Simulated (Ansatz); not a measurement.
# ZnS (Wurtzite-2H) (P6_3mc) in Ansatz: notebook

Runs on ZnS (Wurtzite-2H). Level: LDA. Tasks: single point, equation of state.

All numbers are computed with Ansatz 0.2.0; they aren't measurements. Logs are shortened: lines on timing, memory, paths and dates and some standing lists are left out, and cuts for length are marked.

## 1. The crystal as given

It takes space group P6_3mc (No. 186, hexagonal). The conventional cell has a = 3.811 Å, b = 3.811 Å, c = 6.234 Å, α = 90.00°, β = 90.00°, γ = 120.00°. Around Zn (site symmetry 3m) lie 4 S at 2.31 to 2.40 Å. S (site symmetry 3m) has 4 Zn at 2.31 to 2.40 Å as nearest neighbours.

## 2. Single point, LDA, 18.43 Å³/atom (volume scaled by 0.94)

Contents of input.yaml:

```yaml
crystal:
  lattice:
    - [3.7332026603, 0.0, 0.0]
    - [-1.8666013302, 3.2330483413, 0.0]
    - [0.0, 0.0, 6.1067398017]
  atoms:
    - { symbol: Zn, position: [0.6666666667, 0.3333333333, 0.5] }
    - { symbol: Zn, position: [0.3333333333, 0.6666666667, 0.0] }
    - { symbol: S, position: [0.6666666667, 0.3333333333, 0.885] }
    - { symbol: S, position: [0.3333333333, 0.6666666667, 0.385] }
kpoints:
  mp_grid: { grid: [8, 8, 5] }
scf:
  occupations: { method: fermi_dirac, width: 0.05 }
hamiltonian:
  xc: lda
  pseudopotentials: { kind: all_electron, lapw: { basis_error: 0.002 } }
output:
  forces: true
  stress: true
  eigenvalues: true
```

Potentials or basis: all-electron LAPW, scalar-relativistic.

Started as:

```sh
ansatz run input.yaml --threads 2 --pin off --max-ram 6144MiB --backend cpu --events-out ev --progress --plain --runs-dir out
```

The program printed:

```text
Warning: RAYON_NUM_THREADS=2 ignored (pool sized by the plan → 2); use --threads N
LAPW: plane waves up to 8.561 Å⁻¹, error target 2.0e-3 eV per atom; small_component_spin mean_spin; S in spheres of 1.004 Å, 14 of its electrons in bands, Dirac shells []; Zn in spheres of 1.263 Å, 20 of its electrons in bands, Dirac shells [] (how accurate: hamiltonian.pseudopotentials.lapw.basis_error, Limitations)
Engine: ansatz 0.2.0, aarch64-unknown-linux-gnu
Pseudopotentials: kind: all_electron
Pseudopotential: Zn, LAPW, valence charge 20, lapw/all_electron/scalar/gaussian/Zn, Koelling and Harmon's equation, gaussian nucleus
Pseudopotential: S, LAPW, valence charge 14, lapw/all_electron/scalar/gaussian/S, Koelling and Harmon's equation, gaussian nucleus
Functional definition: SPW92
  exchange = slater_x
  correlation = pw_c
Crystal: 4 atoms, lattice volume = 73.706 Å³
Basis set: ecut = 279.26421712633453 eV, 785 PW (Γ), exchange–correlation at level 2
Bands: 41, of which v1, the nominal top of the filled ones, is band 34 counted from 1 (33 counted from 0)
Symmetry: 12 space group operations
Space group: P63mc (ITA 186), of the structure as read, at distance tolerance 4.2e-5 Å
k-points: 30 of 320 (time reversal used)
Non-local potential: Zn, projectors of the file, none
Non-local potential: S, projectors of the file, none
Initial density: superposition of atomic densities (chi_scale 0.1, normalization cell, long waves kept (reshape's long-wave potential 0.00 eV rms))
Initial wavefunctions: plane waves of lowest kinetic energy (no species holds an atomic orbital)
Functional: x = slater, c = lda
iter 1 solved again at ethr=2.73e-3 eV; its pass at ethr=1.00e-1 eV (dr2=1.85e0 eV) is discarded
SCF iter   1: F=—  HF=-119265.328972 eV  |F-HF|=—  |Δ(HF+E_count)|=         —  Δρ=4.09e-2  dr2=1.86e0  ethr=2.73e-3  ⟨swp⟩=2.0  Hψ=8347  notcnv=0
preconditioner: auto → Resta (q_TF=auto, 2.692 Å⁻¹)  ε∞=6.1  [insulator: Δε(μ)=2.527 eV  Ē_g=11.508 eV  σ=0.050 eV  W_gap=1.00  n_scr=22 (ndim 8)  ℏωp=26.0 eV  f_vac=0.085  D(μ)=0.00/eV (n_scr^D=0)  ε∞_Penn≈6.1]
SCF iter   2: F=—  HF=-119264.677613 eV  |F-HF|=—  |Δ(HF+E_count)|=   6.51e-1  Δρ=1.85e-2  dr2=3.33e-1  ethr=2.73e-3  ⟨swp⟩=2.9  Hψ=3628  notcnv=0
SCF iter   3: F=—  HF=-119264.516673 eV  |F-HF|=—  |Δ(HF+E_count)|=   1.61e-1  Δρ=1.36e-2  dr2=1.88e-1  ethr=4.90e-4  ⟨swp⟩=2.0  Hψ=3570  notcnv=0
SCF iter   4: F=—  HF=-119264.436266 eV  |F-HF|=—  |Δ(HF+E_count)|=   8.04e-2  Δρ=5.87e-3  dr2=3.30e-2  ethr=2.76e-4  ⟨swp⟩=2.0  Hψ=3570  notcnv=0
iter 5 solved again at ethr=1.78e-6 eV; its pass at ethr=4.86e-5 eV (dr2=1.21e-3 eV) is discarded
SCF iter   5: F=—  HF=-119264.430019 eV  |F-HF|=—  |Δ(HF+E_count)|=   6.25e-3  Δρ=1.12e-3  dr2=1.20e-3  ethr=1.78e-6  ⟨swp⟩=2.0  Hψ=6055  notcnv=0
SCF iter   6: F=—  HF=-119264.430119 eV  |F-HF|=—  |Δ(HF+E_count)|=   9.98e-5  Δρ=3.52e-4  dr2=1.32e-4  ethr=1.77e-6  ⟨swp⟩=2.0  Hψ=3360  notcnv=0
SCF iter   7: F=—  HF=-119264.430178 eV  |F-HF|=—  |Δ(HF+E_count)|=   5.90e-5  Δρ=7.17e-5  dr2=6.25e-6  ethr=1.95e-7  ⟨swp⟩=2.6  Hψ=3383  notcnv=0
SCF iter   8: F=—  HF=-119264.430181 eV  |F-HF|=—  |Δ(HF+E_count)|=   3.43e-6  Δρ=1.76e-5  dr2=3.35e-7  ethr=9.20e-9  ⟨swp⟩=3.0  Hψ=3458  notcnv=0
SCF iter   9: F=-119264.430181 eV  HF=-119264.430181 eV  |F-HF|=1.49e-8  |Δ(HF+E_count)|=   2.40e-8  Δρ=2.90e-6  dr2=7.31e-9  ethr=4.93e-10  ⟨swp⟩=2.0  Hψ=3361  notcnv=0
SCF 1 converged in 9 iterations: F = -119264.430181 eV  dr2 = 7.31e-9
SCF converged after 9 iterations
Free energy (F): -119264.430181 eV
Harris-Foulkes:  -119264.430181 eV  (|F-HF|=1.49e-8)
Internal energy: -119264.430181 eV  (E = F + TS)
E sigma→0 (E₀):  -119264.430181 eV
Fermi energy:    9.233981 eV
--- Per-component energies (eV) ---
  E_band       = -3716.149704
  E_kinetic    = 121098.630360
  E_xc         = -5083.837808
  E_electrostatic = -235279.222733  (all electrons and nuclei)
  E_smearing   = -0.000000  (= −TS)
  E_closure    = 0.000000  (closes the sum)
  E_atoms      = -119248.072603  (free atoms, spherical and without spin; not in F)
  Σ components = -119264.430181   (vs F -119264.430181, Δ=0.00e0)
  Basis errors (estimates in eV, not in F): energy 8.7e-4 per atom: plane waves 8.0e-4 (4.8e-4 summed), levels above the bands 7.3e-57, relativity 3.6e-9, radial functions 7.5e-5, core shells 1.5e-10; eigenvalues (radial functions only) 2.2e-6; not estimated: angular momenta, meshes, grids; target (lapw.basis_error) 2.0e-3; muffin-tin radii S 1.004 Å, Zn 1.263 Å
--- Forces (eV/Å), atoms counted from 1 ---
  atom   1  Zn    -0.00000000     0.00000000     0.37368460
  atom   2  Zn    -0.00000000    -0.00000000     0.37368460
  atom   3  S      0.00000000     0.00000000    -0.37368078
  atom   4  S      0.00000000    -0.00000000    -0.37368078
  max |Σ_I F_I| component: 7.63e-6 eV/Å
--- Stress (GPa, compression-positive) ---
        1.813376      -0.000000      -0.000000
       -0.000000       1.813376      -0.000000
       -0.000000      -0.000000      -0.656216
  P = ⅓ Tr σ = 0.9902 GPa (9.902 kbar)
--- Band table (eV; the first three rows and the last of 30) ---
  k-point 0: bands = ["-195.7354", "-195.7354", "-141.4291", "-141.4291", "-141.4291", "-141.4291", "-141.4229", "-141.4229", "-116.2522", "-116.2522", "-70.8866", "-70.8863", "-70.8856", "-70.8856", "-70.8856", "-70.8856", "-5.5728", "-4.5077", "1.2769", "1.2769", "1.3462", "1.3462", "1.3589", "1.8111", "1.8111", "1.9063", "1.9063", "2.0570", "2.4186", "7.1050", "7.1050", "8.0527", "8.0535", "8.0535", "10.3437", "10.9521", "14.1312", "14.1312", "14.4509", "15.5432", "15.5432"]
  k-point 1: bands = ["-195.7354", "-195.7354", "-141.4291", "-141.4291", "-141.4291", "-141.4291", "-141.4229", "-141.4229", "-116.2522", "-116.2522", "-70.8866", "-70.8864", "-70.8856", "-70.8856", "-70.8856", "-70.8856", "-5.4866", "-4.6293", "1.2807", "1.2807", "1.3367", "1.3367", "1.3501", "1.6626", "1.8225", "1.8225", "1.8996", "1.8996", "3.1712", "7.1882", "7.1882", "7.2219", "7.9545", "7.9545", "11.0306", "11.0639", "14.1858", "14.1877", "14.1877", "15.2975", "15.2975"]
  k-point 2: bands = ["-195.7354", "-195.7354", "-141.4291", "-141.4291", "-141.4291", "-141.4291", "-141.4229", "-141.4229", "-116.2522", "-116.2522", "-70.8865", "-70.8864", "-70.8856", "-70.8856", "-70.8856", "-70.8856", "-5.2484", "-4.9235", "1.2935", "1.2935", "1.3149", "1.3149", "1.3472", "1.4177", "1.8500", "1.8500", "1.8795", "1.8795", "4.3869", "5.8018", "7.4126", "7.4126", "7.7046", "7.7046", "11.3673", "11.6020", "14.3302", "14.4049", "14.4049", "14.8129", "14.8129"]
  k-point 29: bands = ["-195.7354", "-195.7354", "-141.4291", "-141.4291", "-141.4291", "-141.4291", "-141.4229", "-141.4229", "-116.2522", "-116.2522", "-70.8865", "-70.8865", "-70.8858", "-70.8858", "-70.8858", "-70.8857", "-4.2363", "-4.1854", "1.4073", "1.4600", "1.4804", "1.5533", "1.6745", "1.6781", "1.8217", "1.8237", "2.1723", "2.2313", "2.8516", "3.0027", "4.5222", "5.0507", "6.4034", "6.6633", "12.3504", "12.7143", "13.8662", "14.4006", "15.1552", "15.6369", "17.4510"]
```

Wall time 19 s (2 threads of Arm Neoverse V2, shared host); peak memory 0.39 GiB.

Results:

* Free energy: -119264.4302 eV
* Pressure: 1.0 GPa
* Largest force: 0.374 eV/Å
* Band gap on the k mesh: 2.29 eV, direct

## 3. Single point, LDA, 18.82 Å³/atom (volume scaled by 0.96)

Edit input.yaml of step 2 so:

```diff
@@ -2,5 +2,5 @@
   lattice:
-    - [3.7332026603, 0.0, 0.0]
-    - [-1.8666013302, 3.2330483413, 0.0]
-    - [0.0, 0.0, 6.1067398017]
+    - [3.7594936861, 0.0, 0.0]
+    - [-1.8797468431, 3.2558170375, 0.0]
+    - [0.0, 0.0, 6.1497464286]
   atoms:
```

Potentials or basis: all-electron LAPW, scalar-relativistic.

Started as:

```sh
ansatz run input.yaml --threads 2 --pin off --max-ram 6144MiB --backend cpu --events-out ev --progress --plain --runs-dir out
```

Run time: 20 s. Hardware: 2 threads of Arm Neoverse V2, shared host; peak memory 0.38 GiB.

The run converged. Its results:

| Property | Result |
| --- | --- |
| Free energy | -119264.4307 eV |
| Pressure | -0.8 GPa |
| Largest force | 0.346 eV/Å |
| Band gap on the k mesh | 2.19 eV, direct |

## 4. Single point, LDA, 19.21 Å³/atom (volume scaled by 0.98)

Edit input.yaml of step 3 so:

```diff
@@ -2,5 +2,5 @@
   lattice:
-    - [3.7594936861, 0.0, 0.0]
-    - [-1.8797468431, 3.2558170375, 0.0]
-    - [0.0, 0.0, 6.1497464286]
+    - [3.7854220481, 0.0, 0.0]
+    - [-1.8927110241, 3.2782716577, 0.0]
+    - [0.0, 0.0, 6.1921598132]
   atoms:
```

Started as:

```sh
ansatz run input.yaml --threads 2 --pin off --max-ram 6144MiB --backend cpu --events-out ev --progress --plain --runs-dir out
```

Run time: 20 s. Hardware: 2 threads of Arm Neoverse V2, shared host; peak memory 0.39 GiB.

It converged, with:

- Free energy: -119264.4145 eV
- Pressure: -2.4 GPa
- Largest force: 0.319 eV/Å
- Band gap on the k mesh: 2.09 eV, direct

## 5. Single point, LDA, 19.60 Å³/atom

Edit input.yaml of step 4 so:

```diff
@@ -2,5 +2,5 @@
   lattice:
-    - [3.7854220481, 0.0, 0.0]
-    - [-1.8927110241, 3.2782716577, 0.0]
-    - [0.0, 0.0, 6.1921598132]
+    - [3.811, 0.0, 0.0]
+    - [-1.9055, 3.3004228138, 0.0]
+    - [0.0, 0.0, 6.234]
   atoms:
```

Started as:

```sh
ansatz run input.yaml --threads 2 --pin off --max-ram 6144MiB --backend cpu --events-out ev --progress --plain --runs-dir out
```

Run time: 20 s. Hardware: 2 threads of Arm Neoverse V2, shared host; peak memory 0.38 GiB.

Results (log left out):

```
Free energy            : -119264.3834 eV
Pressure               : -3.9 GPa
Largest force          : 0.295 eV/Å
Band gap on the k mesh : 1.99 eV, direct
```

## 6. Single point, LDA, 19.99 Å³/atom (volume scaled by 1.02)

Edit input.yaml of step 5 so:

```diff
@@ -2,5 +2,5 @@
   lattice:
-    - [3.811, 0.0, 0.0]
-    - [-1.9055, 3.3004228138, 0.0]
-    - [0.0, 0.0, 6.234]
+    - [3.8362391461, 0.0, 0.0]
+    - [-1.9181195731, 3.3222805555, 0.0]
+    - [0.0, 0.0, 6.2752859714]
   atoms:
```

Potentials or basis: all-electron LAPW, scalar-relativistic.

Started as:

```sh
ansatz run input.yaml --threads 2 --pin off --max-ram 6144MiB --backend cpu --events-out ev --progress --plain --runs-dir out
```

It took 20 s on 2 threads of Arm Neoverse V2, shared host; peak memory 0.38 GiB.

The run converged. Its results:

```yaml
Free_energy: -119264.3389 eV
Pressure: -5.2 GPa
Largest_force: 0.272 eV/Å
Band_gap_on_the_k_mesh: 1.90 eV, direct
```

## 7. Single point, LDA, 20.39 Å³/atom (volume scaled by 1.04)

Edit input.yaml of step 6 so:

```diff
@@ -2,5 +2,5 @@
   lattice:
-    - [3.8362391461, 0.0, 0.0]
-    - [-1.9181195731, 3.3222805555, 0.0]
-    - [0.0, 0.0, 6.2752859714]
+    - [3.861150488, 0.0, 0.0]
+    - [-1.930575244, 3.3438544104, 0.0]
+    - [0.0, 0.0, 6.3160357234]
   atoms:
```

Started as:

```sh
ansatz run input.yaml --threads 2 --pin off --max-ram 6144MiB --backend cpu --events-out ev --progress --plain --runs-dir out
```

Run time: 19 s. Hardware: 2 threads of Arm Neoverse V2, shared host; peak memory 0.38 GiB.

It converged, with:

```yaml
Free_energy: -119264.2825 eV
Pressure: -6.3 GPa
Largest_force: 0.251 eV/Å
Band_gap_on_the_k_mesh: 1.81 eV, direct
```

## 8. Single point, LDA, 20.78 Å³/atom (volume scaled by 1.06)

Edit input.yaml of step 7 so:

```diff
@@ -2,5 +2,5 @@
   lattice:
-    - [3.861150488, 0.0, 0.0]
-    - [-1.930575244, 3.3438544104, 0.0]
-    - [0.0, 0.0, 6.3160357234]
+    - [3.8857444663, 0.0, 0.0]
+    - [-1.9428722331, 3.3651534204, 0.0]
+    - [0.0, 0.0, 6.356266335]
   atoms:
```

Started as:

```sh
ansatz run input.yaml --threads 2 --pin off --max-ram 6144MiB --backend cpu --events-out ev --progress --plain --runs-dir out
```

It took 20 s on 2 threads of Arm Neoverse V2, shared host; peak memory 0.38 GiB.

The run converged. Its results:

```yaml
Free_energy: -119264.2155 eV
Pressure: -7.3 GPa
Largest_force: 0.231 eV/Å
Band_gap_on_the_k_mesh: 1.72 eV, direct
```

## 9. Equation of state, LDA

Potentials or basis: all-electron LAPW, scalar-relativistic.

No new run: the results of the series are fitted here.

What came out:

```yaml
Equilibrium_volume: 18.63 Å³/atom
Bulk_modulus_at_fixed_shape_and_positions: 86 GPa
Pressure_derivative_of_the_bulk_modulus: 4.5
```

Energy against volume, from the lowest point:
| volume (Å³/atom) | energy (meV/atom) |
| --- | --- |
| 18.427 | 0.14 |
| 18.819 | 0.00 |
| 19.211 | 4.05 |
| 19.603 | 11.85 |
| 19.995 | 22.97 |
| 20.387 | 37.06 |
| 20.779 | 53.80 |

Caveat: the cell was scaled at fixed shape and fractional positions, which overstates the stiffness of a crystal with free parameters, most of all of layers and chains.
